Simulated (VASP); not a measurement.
An input for Ansatz (written as the equivalent of a VASP run, and not itself run):

Ansatz 0.2 input:
```yaml
crystal:
  lattice:
    - [4.4242316, 0.0000000, 0.0000000]
    - [0.0000000, 4.4242316, 0.0000000]
    - [0.0000000, 0.0000000, 2.8872586]
  atoms:
    - { symbol: Ge, position: [1.0000000, 0.0000000, 0.0000000] }
    - { symbol: Ge, position: [0.5000000, 0.5000000, 0.5000000] }
    - { symbol: O, position: [0.3062297, 0.3062297, 0.0000000] }
    - { symbol: O, position: [0.8062297, 0.1937703, 0.5000000] }
    - { symbol: O, position: [0.1937703, 0.8062297, 0.5000000] }
    - { symbol: O, position: [0.6937703, 0.6937703, 1.0000000] }
kpoints:
  mp_grid: { grid: [5, 5, 7] }
hamiltonian:
  xc: pbesol
  pseudopotentials: { kind: paw }
scf:
  occupations: { method: gaussian, width: 0.05 }
  max_iter: 100
relax:
  max_steps: 60
  f_tol: 0.02
  cell: {}
output: { forces: true, stress: true, eigenvalues: true }
```

Problem. Write the VASP files for the same calculation (PBEsol).

Solution. One answer among several that fit: 
### INCAR
```
SYSTEM = GeO2
PREC = Accurate
ENCUT = 520
EDIFF = 1E-6
NELM = 100
ALGO = Normal
LREAL = .FALSE.
LASPH = .TRUE.
ISMEAR = 0
SIGMA = 0.05
GGA = PS
LMAXMIX = 4
LWAVE = .FALSE.
LCHARG = .FALSE.
IBRION = 2
ISIF = 3
NSW = 60
EDIFFG = -0.02
```

### KPOINTS
```
Automatic mesh
0
Gamma
5 5 7
0 0 0
```

POSCAR:
```
GeO2
1.0
  4.4242315743   0.0000000000   0.0000000000
  0.0000000000   4.4242315743   0.0000000000
  0.0000000000   0.0000000000   2.8872586393
Ge O
2 4
Cartesian
  4.4242315743   0.0000000000   0.0000000000
  2.2121157872   2.2121157872   1.4436293197
  1.3548311794   1.3548311794   0.0000000000
  3.5669469666   0.8572846077   1.4436293197
  0.8572846077   3.5669469666   1.4436293197
  3.0694003949   3.0694003949   2.8872586393
```

POTCAR, in this order: Ge_d O (PBE.64 set). Program: vasp_std.

The two are equivalent in intent, not identical: each code has its own PAW files, so the cut-off isn't converted (ENCUT is set for VASP's; basis.ecutwfc is left out, and Ansatz then takes the one that its files recommend); Ansatz stops its SCF on the density residual and VASP on the energy change (EDIFF).

The compound is GeO2 in the rutile structure. It was relaxed first. The start is the result of an earlier pass.
